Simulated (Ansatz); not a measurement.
Runs of Ansatz 0.2.0 on Sn. It takes space group Fd-3m (No. 227, cubic). The conventional cell has a = 6.467 Å, b = 6.467 Å, c = 6.467 Å, α = 90.00°, β = 90.00°, γ = 90.00°. Sn (site symmetry -43m) is surrounded by 4 Sn at 2.80 Å. This isn't the form of Sn at room conditions, which is tetragonal (white tin).

```tsv
task	level	spin	cell	k mesh	smearing	points for each segment of the path	mesh quality	gap on the mesh (eV)	pressure (GPa)
band structure	LDA	off	as given	7 × 7 × 7	fermi-dirac 0.05 eV	14	not flagged	none	(a)
band structure	PBE	SOC, no magnetisation	as given	5 × 5 × 5	fermi-dirac 0.05 eV	14	not flagged	none	3.9
single point	PBE	off	as given	7 × 7 × 7	gaussian 0.011 eV	-	not flagged	none	3.8
single point	PBE0	SOC, no magnetisation	another cell of the same crystal, with 2 atoms	4 × 4 × 4	fermi-dirac 0.05 eV	-	coarse	none	2.3
relaxation of cell and atoms	PBE	off	relaxed	7 × 7 × 7	fermi-dirac 0.05 eV	-	not flagged	-	0.0
band structure	PBE	off	as given	7 × 7 × 7	fermi-dirac 0.05 eV	14	not flagged	none	3.8
```

Alike in all rows: potentials or basis Ansatz PAW; cutoff (eV) 420.

Q: Fill in the values left out.

A: (a) 0.2.

Caveats: some runs use coarse meshes; spin-orbit coupling is left out, which moves the levels of the heavy elements (some runs); the PAW data sets come from PBE, with cores solved anew for the run's functional, which leaves a small shift of forces and pressure (some runs); the thresholds are loose for stress (some runs); the plane-wave basis is chosen anew once the cell has moved, so the energies of steps on either side of that aren't comparable (some runs).

A k mesh can miss the band edges, and rows without SOC leave out spin-orbit coupling on Sn.

A gap of «none» marks a metal or a gap under the smearing width.
